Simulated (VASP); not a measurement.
# BaTiO3: single point with PBEsol

The system is BaTiO3.

```
Ba Ti O
1.0
     3.98322    0.00000    0.00000
     0.00000    3.98322    0.00000
     0.00000    0.00000    3.98322
Ba Ti O
1 1 3
Direct
  0.00000 0.00000 0.00000
  0.50000 0.50000 0.50000
  0.50000 0.50000 0.00000
  0.00000 0.50000 0.50000
  0.50000 0.00000 0.50000
```

```json
{"Program": "VASP 6.6.1", "Task": "single point", "Functional": "PBEsol", "Potentials or basis": "VASP PAW PBE potentials, release 64 (Ba_sv, Ti_sv, O_h)", "Cutoff": "900 eV", "k mesh": "8 × 8 × 8", "Occupations": "gaussian, width 0.02 eV", "Spin": "no spin polarisation"}
```

```yaml
Pressure: -0.3 GPa
Band_gap_on_the_k_mesh: 1.73 eV, indirect (least direct gap 1.86 eV)
```

Levels at points of the mesh, in eV from the valence-band top:
```
           k point  band 16  band 17  band 18  band 19  band 20  band 21  band 22  band 23  band 24  band 25
(0.00, 0.00, 0.00)    -1.13    -1.13    -0.13    -0.13    -0.13     1.73     1.73     1.73     4.04     4.04
(0.50, 0.00, 0.00)    -2.01    -1.87    -1.87    -0.72    -0.72     1.90     3.56     3.56     4.05     7.06
(0.50, 0.50, 0.00)    -2.79    -1.73    -0.87    -0.87    -0.09     3.57     3.57     4.04     4.91     7.86
(0.50, 0.50, 0.50)    -2.41    -2.41     0.00     0.00     0.00     4.27     4.27     4.27     6.70     6.70
```

It took 8.3 min on 1 thread of Intel(R) Xeon(R) Platinum 8488C (Sapphire Rapids) (shared host), peak memory 0.35 GiB.

Caveat: the cutoff is under 1.25 times the usual one of these potentials, so pressure, stress and relaxed cells hold a basis-set (Pulay) error; the PAW data sets were made with another functional, which shifts forces and pressure a little; spin-orbit coupling is left out, which moves the levels of the heavy elements. A k mesh can miss the band edges.
